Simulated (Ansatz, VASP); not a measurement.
# One calculation of Tl, two programs

The input POSCAR:

```
Tl
1.0
   -1.9410000000      1.9410000000      1.9410000000
    1.9410000000     -1.9410000000      1.9410000000
    1.9410000000      1.9410000000     -1.9410000000
Tl
1
Direct
    0.0000000000      0.0000000000      0.0000000000
```

The input INCAR.step1:

```
  PREC = Accurate
  ENCUT = 520
  ISMEAR = 0
  SIGMA = 0.15
  LREAL = False
  LASPH = True
  NELM = 100
  NBANDS = 12
  GGA = PE
  ALGO = Normal
  EDIFF = 1E-4
  LWAVE = True
  LCHARG = False
```

INCAR.step2

```
  PREC = Accurate
  ENCUT = 520
  EDIFF = 1E-6
  ISMEAR = 0
  SIGMA = 0.15
  LREAL = False
  LASPH = True
  NELM = 100
  ALGO = Normal
  ISIF = 2
  LWAVE = False
  LCHARG = False
  METAGGA = R2SCAN
  LMIXTAU = True
  NBANDS = 12
  ISTART = 1
```

File KPOINTS:

```
regular mesh
0
Gamma
  18 18 18
```

Input for Ansatz:

```yaml
crystal:
  lattice:
    - [-1.941, 1.941, 1.941]
    - [1.941, -1.941, 1.941]
    - [1.941, 1.941, -1.941]
  atoms:
    - { symbol: Tl, position: [0.0, 0.0, 0.0] }
basis:
  ecutwfc: 500
kpoints:
  mp_grid: { grid: [18, 18, 18] }
hamiltonian:
  xc: r2scan
scf:
  occupations: { method: gaussian, width: 0.15 }
output:
  forces: true
  stress: true
  eigenvalues: true
```

This isn't the form of Tl at room conditions, which is hcp.

Alike in both runs: task single point; functional r2SCAN; k mesh 18 × 18 × 18; occupations gaussian, width 0.15 eV; no spin polarisation.

|  | VASP | Ansatz |
| --- | --- | --- |
| version | VASP 6.6.1 | Ansatz 0.2.0 |
| potentials or method | VASP PAW PBE potentials, release 64 (Tl_d) | scalar-relativistic, plane waves, PAW |
| plane-wave cutoff (eV) | 520 | 500 |
| valence electrons in the cell | 13 | 13 |

```tsv
	VASP	Ansatz	Ansatz less VASP
gap on the k mesh at the Fermi level (eV)	none	none	-
pressure (GPa)	0.9	0.9	+0.04
```

A gap of «none» marks a metal or a gap that the smearing closes.

Caveats: the PAW data sets were made with another functional, which shifts forces and pressure a little (VASP). Spin-orbit coupling is left out, which matters for the levels of Tl.
